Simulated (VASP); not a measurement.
# CoO (P-6m2) in VASP: single point with PBE

Aim: the single point of CoO with PBE.

Everything below comes from runs of VASP 6.6.1. Logs are shortened: lines on timing, memory, paths and dates and some standing lists are left out, and cuts for length are marked.

## Step 1: The crystal as given

It takes space group P-6m2 (No. 187, hexagonal). The conventional cell has a = 2.856 Å, b = 2.856 Å, c = 2.788 Å, α = 90.00°, β = 90.00°, γ = 120.00°. Co (site symmetry -6m2) is surrounded by 6 O at 2.16 Å. Around O (site symmetry -6m2) lie 6 Co at 2.16 Å.

Measurements of this composition are mostly on another form, of space group No. 225.

## Step 2: Single point, PBE

INCAR reads:

```
SYSTEM = CoO
ALGO = Normal ; EDIFF = 1E-6
ENCUT = 520 ; GGA = PE
ISIF = 2 ; ISMEAR = 0
LASPH = .True. ; LCHARG = .False.
LREAL = .False. ; LWAVE = .False.
NBANDS = 14 ; NELM = 120
PREC = Accurate ; SIGMA = 0.05
```

KPOINTS reads:

```
k-points
0
Gamma
  8 8 7
  0 0 0
```

POSCAR reads:

```
CoO
1.0
    2.8562992300      0.0000000000      0.0000000000
   -1.4281496100      2.4736276900      0.0000000000
    0.0000000000      0.0000000000      2.7876065300
Co O
1 1
Direct
    0.0000000000      0.0000000000      0.0000000000
    0.6666666667      0.3333333333      0.5000000000
```

Potentials or basis: VASP PAW PBE potentials, release 64 (Co, O).

Started as:

```
> cat potpaw_PBE.64/Co/POTCAR potpaw_PBE.64/O/POTCAR > POTCAR
> mpirun -np 1 vasp_std > vasp.out
```

OUTCAR:

```text
SYSTEM = CoO
   EDIFF = 1E-6
   ENCUT = 520
   GGA = PE
   ISIF = 2
   ISMEAR = 0
   LASPH = .True.
   LREAL = .False.
   NELM = 120
   PREC = Accurate

 ion  position               nearest neighbor table
   1  0.000  0.000  0.000-   2 2.16   2 2.16   2 2.16   2 2.16   2 2.16   2 2.16
   2  0.667  0.333  0.500-   1 2.16   1 2.16   1 2.16   1 2.16   1 2.16   1 2.16

  LATTYP: Found a hexagonal cell.
 ALAT       =     2.8562992300
 C/A-ratio  =     0.9759504539

  Lattice vectors:

 A1 = (   2.8562992300,   0.0000000000,   0.0000000000)
 A2 = (  -1.4281496100,   2.4736276900,   0.0000000000)
 A3 = (   0.0000000000,   0.0000000000,   2.7876065300)

Analysis of symmetry for initial positions (statically):
=====================================================================
 Subroutine PRICEL returns:
 Original cell was already a primitive cell.

 Routine SETGRP: Setting up the symmetry group for a
 hexagonal supercell.

 Subroutine GETGRP returns: Found 12 space group operations
 (whereof 12 operations were pure point group operations)
 out of a pool of 24 trial point group operations.

The static configuration has the point symmetry D_3h.

Analysis of symmetry for dynamics (positions and initial velocities):
=====================================================================
 Subroutine PRICEL returns:
 Original cell was already a primitive cell.

 Routine SETGRP: Setting up the symmetry group for a
 hexagonal supercell.

 Subroutine GETGRP returns: Found 12 space group operations
 (whereof 12 operations were pure point group operations)
 out of a pool of 24 trial point group operations.

The dynamic configuration has the point symmetry D_3h.

 Subroutine INISYM returns: Found 12 space group operations
 (whereof 12 operations are pure point group operations),
 and found     1 'primitive' translations

----------------------------------------------------------------------------------------

                                     Primitive cell

  volume of cell :      19.6956

  direct lattice vectors                    reciprocal lattice vectors
     2.856299230  0.000000000  0.000000000     0.350103375  0.202132277  0.000000000
    -1.428149610  2.473627690  0.000000000     0.000000000  0.404264556  0.000000000
     0.000000000  0.000000000  2.787606530     0.000000000  0.000000000  0.358730685

  length of vectors
     2.856299230  2.856299224  2.787606530     0.404264555  0.404264556  0.358730685

  position of ions in fractional coordinates (direct lattice)
     0.000000000  0.000000000  0.000000000
     0.666666667  0.333333333  0.500000000

  ion indices of the primitive-cell ions
   primitive index   ion index
                 1           1
                 2           2

----------------------------------------------------------------------------------------

 KPOINTS: k-points

Automatic generation of k-mesh.
 Grid dimensions read from file:
 generate k-points for:    8    8    7

 Generating k-lattice:

  Cartesian coordinates                     Fractional coordinates (reciprocal lattice)
     0.043762922  0.025266535  0.000000000     0.125000000  0.000000000  0.000000000
     0.000000000  0.050533070  0.000000000     0.000000000  0.125000000  0.000000000
     0.000000000  0.000000000  0.051247241     0.000000000  0.000000000  0.142857143

  Length of vectors
     0.050533069  0.050533070  0.051247241

  Shift w.r.t. Gamma in fractional coordinates (k-lattice)
     0.000000000  0.000000000  0.000000000

 Subroutine IBZKPT returns following result:
 ===========================================

 Found     40 irreducible k-points:

 Following reciprocal coordinates:
            Coordinates               Weight
  0.000000  0.000000  0.000000      1.000000
  0.125000  0.000000  0.000000      6.000000
  0.250000  0.000000  0.000000      6.000000
  0.375000  0.000000  0.000000      6.000000
  0.500000  0.000000  0.000000      3.000000
  0.125000  0.125000  0.000000      6.000000
[... 16 lines left out ...]
  0.250000  0.000000  0.285714     12.000000
  0.375000  0.000000  0.285714     12.000000
 [... further k-points ...]
   k-points           NKPTS =     40   k-points in BZ     NKDIM =     40   number of bands    NBANDS=     14
   number of dos      NEDOS =    301   number of ions     NIONS =      2
   total plane-waves  NPLWV =  13824
   dimension x,y,z NGX =    24 NGY =   24 NGZ =   24
   dimension x,y,z NGXF=    48 NGYF=   48 NGZF=   48
   ions per type =               1   1
   NGX,Y,Z   is equivalent  to a cutoff of  13.97, 13.97, 14.31 a.u.
   NGXF,Y,Z  is equivalent  to a cutoff of  27.94, 27.94, 28.63 a.u.
 SYSTEM =  CoO
   PREC   = accura    normal or accurate (medium, high low for compatibility)
   ISTART =      0    job   : 0-new  1-cont  2-samecut
   ICHARG =      2    charge: 1-file 2-atom 10-const
   ISPIN  =      1    spin polarized calculation?
   LNONCOLLINEAR =      F non collinear calculations
   LSORBIT =      F    spin-orbit coupling
   LASPH  =      T    aspherical Exc in radial PAW
   ENCUT  =  520.0 eV  38.22 Ry    6.18 a.u.   5.31  5.31  5.18*2*pi/ulx,y,z
   NELM   =    120;   NELMIN=  2; NELMDL= -5     # of ELM steps
   EDIFF  = 0.1E-05   stopping-criterion for ELM
   LREAL  =      F    real-space projection
   EDIFFG = 0.1E-04   stopping-criterion for IOM
   NSW    =      0    number of steps for IOM
   IBRION =     -1    ionic relax: 0-MD 1-quasi-New 2-CG
   NFREE  =      0    steps in history (QN), initial steepest desc. (CG)
   ISIF   =      2    stress and relaxation
   ISYM   =      2    0-nonsym 1-usesym 2-fastsym
   POTIM  = 0.5000    time-step for ionic-motion
   TEBEG  =    0.0;   TEEND  =   0.0 temperature during run
   PSTRESS=    0.0 pullay stress
   NELECT =      15.0000    total number of electrons
   NUPDOWN=      -1.0000    fix difference up-down
   EMIN   =  10.00;   EMAX   =-10.00  energy-range for DOS
   EFERMI =   0.00;   METHOD = LEGACY
   ISMEAR =     0;   SIGMA  =   0.05  broadening in eV -4-tet -1-fermi 0-gaus
   EFERMI_NEDOS =   21; number of points for ismear=-14 and -15
   IALGO  =     38    algorithm
   IMIX   =      4    mixing-type and parameters
     AMIX     =   0.40;   BMIX     =  1.00
     AMIX_MAG =   1.60;   BMIX_MAG =  1.00
  volume/ion in A,a.u.               =       9.85        66.46
  Fermi-wavevector in a.u.,A,eV,Ry     =   1.495026  2.825189 30.410419  2.235103
  Thomas-Fermi vector in A             =   2.607224
   LORBIT       =      0    0 simple, 1 ext, 2 COOP (PROOUT), +10 PAW based schemes
   GGA     = PE    functional components
   LHFCALC =     F    Hartree Fock is set to
   AEXX    =    0.0000 exact exchange contribution
   IVDW    =     0    specifies the selected vdW correction
   LEPSILON=     F    determine dielectric tensor
   LRPA    =     F    only Hartree local field effects (RPA)
 non-spin polarized calculation
 Gauss-broadening in eV      SIGMA  =   0.05
  energy-cutoff  :      520.00
  volume of cell :       19.70
 maximum number of plane-waves:       543
 NGX is ok and might be reduce to    24
   NGX = 11   NGY = 11   NGZ = 11

 number of electron      15.0000006 magnetization

 Free energy of the ion-electron system (eV)
  ---------------------------------------------------
  ext. energy  EPLUGINS =         0.00000000
  ---------------------------------------------------
  free energy    TOTEN  =       -12.26675930 eV

  energy without entropy =      -12.25998149  energy(sigma->0) =      -12.26337040

 E-fermi :   7.2886     XC(G=0): -12.3542

 val. band max:        7.2738567701   @ k =   0.2500   0.1250   0.0000
 cond. band min:       7.2980259714   @ k =   0.2500   0.0000   0.0000
 fundamental gap:      0.0241692013
 Fermi energy:         7.2886384601

 k-point     1 :       0.0000    0.0000    0.0000
  band No.  band energies     occupation
      1     -12.7669      2.00000
      2       3.3646      2.00000
      3       3.3646      2.00000
      4       3.7476      2.00000
      5       4.7471      2.00000
      6       6.7737      2.00000
      7       6.7737      2.00000
      8       7.4763      0.00000
      9       7.4763      0.00000
     10       8.3244      0.00000
     11      22.1992      0.00000
     12      23.9388      0.00000
     13      23.9388      0.00000
     14      25.7899      0.00000

 k-point     2 :       0.1250    0.0000    0.0000
  band No.  band energies     occupation
      1     -12.6233      2.00000
      2       2.6877      2.00000
      3       3.4057      2.00000
      4       3.5900      2.00000
      5       4.8816      2.00000
      6       6.7501      2.00000
      7       7.0091      2.00000
      8       7.1296      1.99999
      9       7.4160      0.00031
     10       9.2592      0.00000
     11      21.9216      0.00000
     12      22.4338      0.00000
     13      24.1591      0.00000
     14      25.5432      0.00000

 k-point     3 :       0.2500    0.0000    0.0000
  band No.  band energies     occupation
      1     -12.2556      2.00000
      2       1.3908      2.00000
      3       3.2849      2.00000
      4       3.4952      2.00000
      5       5.1106      2.00000
      6       6.6936      2.00000
      7       6.8647      2.00000
      8       7.2980      0.79061
      9       7.4962      0.00000
     10      10.7812      0.00000
     11      19.4120      0.00000
     12      22.6051      0.00000
     13      24.5028      0.00000
     14      25.1189      0.00000
[... 324 lines left out ...]
 k-point    23 :       0.2500    0.0000    0.2857
  band No.  band energies     occupation
      1     -11.8521      2.00000
      2       1.0022      2.00000
      3       2.1181      2.00000
      4       3.2962      2.00000
      5       5.6291      2.00000
      6       6.4738      2.00000
      7       6.7438      2.00000
      8       7.3409      0.13946
      9       7.8292      0.00000
     10      12.7765      0.00000
     11      18.7042      0.00000
     12      20.8102      0.00000
     13      24.4079      0.00000
     14      24.9721      0.00000

 k-point    24 :       0.3750    0.0000    0.2857
  band No.  band energies     occupation
      1     -11.5419      2.00000
      2       0.8227      2.00000
      3       1.6652      2.00000
      4       3.0485      2.00000
      5       5.6376      2.00000
      6       6.7555      2.00000
      7       6.8398      2.00000
      8       7.5464      0.00000
      9       7.8740      0.00000
     10      13.5844      0.00000
     11      17.1376      0.00000
     12      20.9794      0.00000
     13      23.0954      0.00000
     14      23.3003      0.00000

 [... further k-points ...]
[... 5 lines left out ...]
  --------------------------------------------------------------------------------------
  -------------------------------------------------------------------------------------
  Total       -2.1739976     -2.1739976     -2.7781143     -0.0000000      0.0000000      0.0000000
  in kB     -176.8479918   -176.8479912   -225.9910168     -0.0000004      0.0000000      0.0000000
  external PRESSURE =    -193.2289999 kB  Pullay stress =       0.0000000 kB

 VOLUME and BASIS-vectors are now :
 -----------------------------------------------------------------------------
  energy-cutoff  :      520.00
  volume of cell :       19.70
      direct lattice vectors                 reciprocal lattice vectors
     2.856299230  0.000000000  0.000000000     0.350103375  0.202132277  0.000000000
    -1.428149610  2.473627690  0.000000000     0.000000000  0.404264556  0.000000000
     0.000000000  0.000000000  2.787606530     0.000000000  0.000000000  0.358730685

 POSITION                                       TOTAL-FORCE (eV/Angst)
 -----------------------------------------------------------------------------------
      0.00000      0.00000      0.00000         0.000000      0.000000      0.000000
      1.42815      0.82454      1.39380        -0.000000      0.000000      0.000000
 -----------------------------------------------------------------------------------
    total drift:                               -0.000000      0.000000      0.000000

  FREE ENERGIE OF THE ION-ELECTRON SYSTEM (eV)
  ---------------------------------------------------
  free  energy   TOTEN  =       -12.2667593038 eV

  energy  without entropy=      -12.2599814940  energy(sigma->0) =      -12.26337040
```

It took 7.4 s on 1 thread of Intel Xeon Platinum 8488C (Sapphire Rapids), shared host; peak memory 0.13 GiB.

What came out:

| Property | Result |
| --- | --- |
| Free energy | -12.2668 eV |
| Pressure | -19.3 GPa |
| Band gap on the k mesh | none (metal or under the smearing width) |

Caveat: so large a pressure means that the cell lies far from this level's equilibrium, or that cutoff or potentials fall short; an odd number of electrons without spin polarisation forces a metal; a magnetic or distorted state may lie lower; the run has no spin polarisation, though such a crystal can be magnetic; semilocal functionals often make such compounds metallic where correlation or magnetic order opens a gap, which also shifts bond lengths. With open d or f shells a metallic result of PBE can be an artefact of self-interaction; +U or a hybrid may open a gap.
